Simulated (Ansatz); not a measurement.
# PbSe (Fm-3m): phonon calculation by linear response

What are the phonon frequencies of PbSe (Fm-3m)? A script is to give a phonon calculation by linear response; the system is PbSe (Fm-3m).

Computed with Ansatz 0.2.0, driven from Python. Level of theory: DFT PBEsol+D3(BJ), plane waves, PAW.

**1. The structure**

Symmetry: Fm-3m, No. 225, cubic system. The conventional cell has a = 6.121 Å, b = 6.121 Å, c = 6.121 Å, α = 90.00°, β = 90.00°, γ = 90.00°. Pb (site symmetry m-3m) has 6 Se at 3.06 Å as nearest neighbours. Se (site symmetry m-3m) has 6 Pb at 3.06 Å as nearest neighbours.

POSCAR_pbse, read by the script:

```text
PbSe
1.0
   0.00000000    3.06065000    3.06065000
   3.06065000    0.00000000    3.06065000
   3.06065000    3.06065000    0.00000000
Pb Se
1 1
Direct
   0.00000000    0.00000000    0.00000000
   0.50000000    0.50000000    0.50000000
```

**2. The code**

The input, dfpt_pbse.py:

```python
'''DFPT phonons of PbSe.'''

from pathlib import Path
import warnings

import ansatz as az
from ase.io import read
import numpy as np

warnings.simplefilter('ignore', az.DeckWarning)

atoms = read('POSCAR_pbse', format='vasp')
crystal = az.Crystal.from_ase(atoms)

job = crystal.calculation()
job = job.functional('pbesol', dispersion='D3(BJ)')
job = job.pseudopotentials('paw')
job = job.occupations('fermi_dirac', width=0.01)
job = job.kpoints(6, 6, 6)
job = job.phonons('dfpt', points=[(0, 0, 0), (0.5, 0.5, 0)])
done = job.run(threads=1, backend='cpu', runs_dir='runs')
ph = done.phonons

for q in ph.qpoints:
    thz = np.asarray(q.omega_inv_cm) / 33.35641
    print('q = ({:.2f}, {:.2f}, {:.2f})'.format(*q.q_frac), np.round(thz, 2) + 0.0, 'THz')
```

**3. The input behind the calls**

The package turns the script's settings into the engine's input:

```yaml
crystal:
  lattice:
    - [0.0, 3.06065, 3.06065]
    - [3.06065, 0.0, 3.06065]
    - [3.06065, 3.06065, 0.0]
  atoms:
    - { symbol: Pb, position: [0.0, 0.0, 0.0] }
    - { symbol: Se, position: [0.5, 0.5, 0.5] }
kpoints:
  mp_grid:
    grid: [6, 6, 6]
hamiltonian:
  xc: pbesol
  dispersion: d3bj
  pseudopotentials:
    kind: paw
scf:
  occupations:
    method: fermi_dirac
    width: 0.01
phonons:
  method: dfpt
  qpoints:
    - [0.0, 0.0, 0.0]
    - [0.5, 0.5, 0.0]
```

**4. Running it**

The run is started by

```bash
$ python dfpt_pbse.py
```

Q: Predict the main results. Wanted: free energy; highest frequency; lowest frequency.

As calculated:

| quantity | value |
| --- | --- |
| free energy | -17180.9345 eV (-8590.4673 eV/atom) |
| highest frequency | 74 cm⁻¹ |
| lowest frequency | -28 cm⁻¹ |

**Reading.** A mode is imaginary (28i cm⁻¹), so the structure as given is not at a minimum, or not relaxed at these settings. Reading the output:
- The cell isn't relaxed first, so the values belong to this volume.
- The gap on the mesh is very small: a semilocal functional closes or nearly closes the gap of many narrow semiconductors.
- Spin-orbit coupling, which matters for elements this heavy, is left out.
- No non-analytic term is added, so at the zone centre the longitudinal optical modes of a polar crystal aren't split off.
- The structure is taken as given; imaginary modes can come from an unrelaxed or unstable start.
